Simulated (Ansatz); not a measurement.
A relaxed cell of MgZn₅O₆ is given with its symmetry left out. The cell was found from a structure generator's guess, not taken from experiment.

All numbers below come from Ansatz 0.2.0, DFT PBE, scalar-relativistic, plane waves, PAW. Cutoff 420 eV, Γ-centred mesh, Gaussian smearing, no spin polarisation.

```cif
data_structure
_symmetry_space_group_name_H-M 'P 1'
_symmetry_Int_Tables_number 1
_cell_length_a 3.2709
_cell_length_b 3.2709
_cell_length_c 13.7852
_cell_angle_alpha 90.000
_cell_angle_beta 90.000
_cell_angle_gamma 90.000
_cell_volume 147.48
loop_
_atom_site_label
_atom_site_type_symbol
_atom_site_fract_x
_atom_site_fract_y
_atom_site_fract_z
_atom_site_occupancy
Mg1 Mg 0.00000 0.00000 0.50000 1
Zn1 Zn 0.00000 0.00000 0.83290 1
Zn2 Zn 0.50000 0.50000 0.00000 1
Zn3 Zn 0.00000 0.00000 0.16710 1
Zn4 Zn 0.50000 0.50000 0.33431 1
Zn5 Zn 0.50000 0.50000 0.66569 1
O1 O 0.50000 0.00000 0.08355 1
O2 O 0.00000 0.50000 0.25062 1
O3 O 0.50000 0.00000 0.41839 1
O4 O 0.00000 0.50000 0.58161 1
O5 O 0.50000 0.00000 0.74938 1
O6 O 0.00000 0.50000 0.91645 1
```

The zero of energy is the elements' standard structures at the same level (O₂ as a molecule); no fitted shifts are applied.

Q: What space group does it have?

A: P-4m2 (No. 115), with Mg and Zn ordered on zinc blende sites. Conventional cell: a = 3.271 Å, c = 13.785 Å. Mg has 4 O at 1.99 Å; Zn on a site of symmetry 2mm has 4 O at 2.00 Å; Zn on a site of symmetry -4m2 is surrounded by 4 O at 2.00 Å; O on its first site is surrounded by 4 Zn at 2.00 Å; 3 more sites not described.

Q: What is its formation energy per atom?

A: −1.616 eV/atom. It lies below the elements, which doesn't yet make it stable against other compounds or structures.

Q: Is it a metal?

A: No, the gap on the 8×8×2 mesh is 0.96 eV.

The last run used an 8×8×2 mesh (in the run's order of axes) for its 12-atom cell and Gaussian smearing of 0.02 eV. Kohn–Sham gaps at this level usually fall short of measured ones. A later test with randomly moved atoms came back to the same energy, though modes that don't fit the test's cell weren't probed.
